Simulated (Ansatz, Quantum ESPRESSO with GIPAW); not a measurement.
# Two fields, one site: δ_iso and P_Q of 27Al in AlH3

The line of one Al site of AlH3 (atom 5; AlH6; site symmetry 2/m) is simulated from calculated parameters (GIPAW shift with PBEsol, against aqueous Al3+; field gradient by Ansatz). Under fast MAS the central transition of 27Al (spin 5/2, |γ|/2π = 11.1031 MHz/T) has its centre of gravity at 33.42 ppm at 9.4 T and at 36.48 ppm at 18.8 T. The cell is the Pnnm form of a database entry, atoms relaxed, static and at 0 K.

**Task.** Recover the isotropic shift and the quadrupolar product P_Q. What does that say of C_Q?

1. The centre of gravity is δ_cg = δ_iso − (3/40) F (P_Q/ν0)² × 10⁶, with F = [I(I+1) − 3/4]/[I²(2I−1)²] = 0.08: a straight line in 1/ν0².

2. ν0 = 104.37 and 208.74 MHz, so 1/ν0² = 9.1803e-05 and 2.2951e-05 MHz⁻².

3. The slope is (33.42 − 36.48) / (9.1803e-05 − 2.2951e-05) = -4.4443e+04 ppm MHz², and the intercept δ_iso = 36.48 − slope × 2.2951e-05 = 37.5 ppm.

4. P_Q = √(−slope / [(3/40) F × 10⁶]) = 2.72 MHz.

5. P_Q = |C_Q|√(1 + η²/3), so |C_Q| lies between 2.36 (η = 1) and 2.72 MHz (η = 0); the shape of the line settles η. The calculation has |C_Q| = 2.72 MHz, η_Q = 0.02 and δ_iso = 37.5 ppm. Reading the 9.4 T position as the shift would be off by -4.1 ppm.

[Hosts, paths, dates, database ids (printed as entryN), source tags and the programs' standing remarks are cut or masked in the printed files.]
